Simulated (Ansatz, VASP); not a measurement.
HOs in VASP and in Ansatz

```
H Os
1.0
     3.13264    0.00000    0.00000
    -1.56632    2.71295    0.00000
     0.00000    0.00000    5.01682
H Os
2 2
Cartesian
  0.0000 1.8086 0.0000
  1.5663 0.9043 2.5084
  0.0000 1.8086 1.9169
  1.5663 0.9043 4.4253
```

Alike in both runs: task relaxation of cell and atoms; functional PBE; k mesh 6 × 6 × 4; occupations gaussian, width 0.1 eV; no spin polarisation.

|  | VASP | Ansatz |
| --- | --- | --- |
| version | VASP 6.6.1 | Ansatz 0.2.0 |
| potentials or method | VASP PAW PBE potentials, release 64 (H, Os) | scalar-relativistic, plane waves, PAW |
| plane-wave cutoff (eV) | 600 | 420 |
| valence electrons in the cell | 18 | 34 |

```csv
,VASP,Ansatz,Ansatz less VASP
"gap on the k mesh at the Fermi level, each at its own relaxed structure (eV)",none,none,-
relaxed volume (Å³/atom),8.92,8.88,-0.035
relaxed cell length with the largest relative difference (Å),4.704,4.692,-0.0121
energy change over the relaxation (meV/atom),-212,-219,-7.1
```

A gap of «none» marks a metal or a gap that the smearing closes. The two sets of potentials don't hold the same shells in valence.

Caveats: the k mesh is coarse (spacing up to 0.39 Å⁻¹), so the values aren't converged; the volume moved by over 15 % at a fixed basis, so the end points are rough (VASP). The runs have no spin-orbit coupling, so splittings on Os are missing.
